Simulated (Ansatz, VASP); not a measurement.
## PbSe (Clausthalite): VASP beside Ansatz

```xyz
2
Lattice="0.0000 3.0606 3.0606 3.0606 0.0000 3.0606 3.0606 3.0606 0.0000" Properties=species:S:1:pos:R:3 pbc="T T T"
Pb    0.0000    0.0000    0.0000
Se    3.0606    3.0606    3.0606
```

Alike in both runs: task relaxation of cell and atoms; functional PBEsol; k mesh 6 × 6 × 6; no spin polarisation.

|  | VASP | Ansatz |
| --- | --- | --- |
| version | VASP 6.6.1 | Ansatz 0.2.0 |
| potentials or method | VASP PAW PBE potentials, release 64 (Pb_d, Se) | plane waves, PAW |
| plane-wave cutoff (eV) | 600 | 463 |
| occupations | gaussian, width 0.01 eV | fixed |
| valence electrons in the cell | 20 | 30 |

```tsv
	VASP	Ansatz	Ansatz less VASP
relaxed volume (Å³/atom)	28.40	28.38	-0.019
relaxed cell length with the largest relative difference (Å)	4.315	4.314	-0.0010
```

The two sets of potentials don't hold the same shells in valence.

Caveats: the PAW data sets were made with another functional, which shifts forces and pressure a little (VASP).
